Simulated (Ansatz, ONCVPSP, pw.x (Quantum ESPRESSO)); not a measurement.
## pw.x on fcc Ga: one setting changed

Potential: optimised norm-conserving Vanderbilt (ONCV), ONCVPSP 4.0.1.1 (patched build), PBE; core [Ar] 3d10, reference 4s2 4p1; waves: 4s: rc 1.58 bohr, ncon 4, nbas 9, qcut 3.9 1/bohr, 2 projectors, debl 2.3 Ha; 4p: rc 2.90 bohr, ncon 3, nbas 7, qcut 2.9 1/bohr, 2 projectors, debl 2.1 Ha; d scattering state at 0.06 Ha: rc 3.06 bohr, ncon 4, nbas 8, qcut 3.3 1/bohr, 2 projectors, debl 1.7 Ha; local part: polynomial inside 1.22 bohr (lpopt 5, dvloc0 0 Ha); core correction: none.

The reference run (k-mesh 13³, cutoffs 40/160 Ry, Fermi–Dirac 0.01 Ry, mixing_beta 0.4, conv_thr 1e-9, no spin) gives 0.08 GPa at 19.025 Å³/atom, where all-electron LAPW gives -0.07 GPa. This run, with its own iteration cap, changes degauss to 0.02.

```
&control
  calculation='scf', prefix='x', pseudo_dir='./', outdir='./tmp', tstress=.true., disk_io='none'
/
&system
  ibrav=0, nat=1, ntyp=1, ecutwfc=40, ecutrho=160, nbnd=8,
  occupations='smearing', smearing='fd', degauss=0.02
/
&electrons
  conv_thr=1e-09, mixing_beta=0.4, electron_maxstep=60
/
ATOMIC_SPECIES
Ga 1.0 Ga.UPF
CELL_PARAMETERS angstrom
  0.00000000 2.11884029 2.11884029
  2.11884029 0.00000000 2.11884029
  2.11884029 2.11884029 0.00000000
ATOMIC_POSITIONS crystal
Ga 0.0000 0.0000 0.0000
K_POINTS automatic
13 13 13 0 0 0
```

```bash
pw.x < Ga.scf.in > Ga.scf.out
```

Problem. How does the run end?

Solution. It converges in 6 iterations; the free energy moves by -37.6 meV/atom and the pressure by +0.21 GPa. In a metal, with Fermi–Dirac smearing, F lies below its zero-width value by a term in the square of the width.

```
Message from routine setup:
     using ibrav=0 with symmetry is DISCOURAGED, use correct ibrav instead
     lattice parameter (alat)  =       5.6626  a.u.
     unit-cell volume          =     128.3871 (a.u.)^3
     number of electrons       =         3.00
     number of Kohn-Sham states=            8
     kinetic-energy cutoff     =      40.0000  Ry
     charge density cutoff     =     160.0000  Ry
     scf convergence threshold =      1.0E-09
     Exchange-correlation= PBE
     number of k points=    84  Fermi-Dirac smearing, width (Ry)=  0.0200
     iteration #  1     ecut=    40.00 Ry     beta= 0.40
     total energy              =      -4.41311436 Ry
     estimated scf accuracy    <       0.00245594 Ry
     iteration #  2     ecut=    40.00 Ry     beta= 0.40
     total energy              =      -4.41298946 Ry
     estimated scf accuracy    <       0.00084015 Ry
     iteration #  3     ecut=    40.00 Ry     beta= 0.40
     total energy              =      -4.41300141 Ry
     estimated scf accuracy    <       0.00000091 Ry
     iteration #  4     ecut=    40.00 Ry     beta= 0.40
     total energy              =      -4.41300239 Ry
     estimated scf accuracy    <       0.00000003 Ry
     iteration #  5     ecut=    40.00 Ry     beta= 0.40
     total energy              =      -4.41300240 Ry
     estimated scf accuracy    <          2.1E-09 Ry
     iteration #  6     ecut=    40.00 Ry     beta= 0.40
     the Fermi energy is     5.7927 ev
!    total energy              =      -4.41300240 Ry
     estimated scf accuracy    <          5.0E-11 Ry
     smearing contrib. (-TS)   =      -0.00742665 Ry
     The total energy is F=E-TS. E is the sum of the following terms:
     one-electron contribution =       2.27893636 Ry
     hartree contribution      =       0.02127527 Ry
     xc contribution           =      -1.55300614 Ry
     ewald contribution        =      -5.15278124 Ry
     convergence has been achieved in   6 iterations
          total   stress  (Ry/bohr**3)                   (kbar)     P=        2.87
     Message from routine punch:
     Nothing written, as per user request (disk_io='none')
```

The run took about 3.4 s on one core of a shared host (Neoverse-V2, 32 threads, 247 GiB, load 11).
